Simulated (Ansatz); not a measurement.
Runs of Ansatz 0.2.0 on MgS. Symmetry: F-43m, No. 216, cubic system. The conventional cell has a = 5.666 Å, b = 5.666 Å, c = 5.666 Å, α = 90.00°, β = 90.00°, γ = 90.00°. Around S (site symmetry -43m) lie 4 Mg at 2.45 Å. Around Mg (site symmetry -43m) lie 4 S at 2.45 Å. The cell comes from a database or a generator and needn't be the stable form of this composition.

```tsv
task	level	potentials or basis	k mesh	cutoff (eV)	smearing	basis error allowed	mesh quality	gap on the mesh (eV)	pressure (GPa)	V0 of scaled cells (Å³/atom)	B0 (GPa)
single point	LDA	all-electron LAPW, scalar-relativistic	8 × 8 × 8	209	gaussian 0.02 eV	0.001 eV/atom	not flagged	3.17	-2.2	-	-
single point	PBE0	all-electron PAW datasets made for the crystal	4 × 4 × 4	250	fermi-dirac 0.05 eV	-	coarse	(a)	-	-	-
equation of state	PBEsol	all-electron LAPW, scalar-relativistic	8 × 8 × 8	-	fermi-dirac 0.05 eV	0.0005 eV/atom	not flagged	-	-	22.56	58
single point	PBEsol	all-electron LAPW, scalar-relativistic	8 × 8 × 8	208	fermi-dirac 0.05 eV	0.001 eV/atom	not flagged	3.28	-0.5	-	-
single point	HSE06	all-electron PAW datasets made for the crystal	4 × 4 × 4	250	fermi-dirac 0.05 eV	-	coarse	4.52	-	-	-
equation of state	PBEsol	all-electron LAPW, scalar-relativistic	8 × 8 × 8	-	fermi-dirac 0.05 eV	0.001 eV/atom	not flagged	-	-	22.56	58
equation of state	LDA	all-electron LAPW, scalar-relativistic	8 × 8 × 8	-	fermi-dirac 0.05 eV	0.001 eV/atom	not flagged	-	-	(b)	62
single point	PBE0	all-electron PAW datasets made for the crystal	6 × 6 × 6	250	fermi-dirac 0.05 eV	-	not flagged	5.19	-	-	-
single point	HSE06	all-electron PAW datasets made for the crystal	6 × 6 × 6	250	fermi-dirac 0.05 eV	-	not flagged	4.51	-	-	-
```

Alike in all rows: no spin polarisation; cell as given.

Estimate the missing entries.

(a) 5.21; (b) 21.89.

Caveats: some runs use coarse meshes.

A k mesh can miss the band edges.

Not every run made on this cell is shown here.
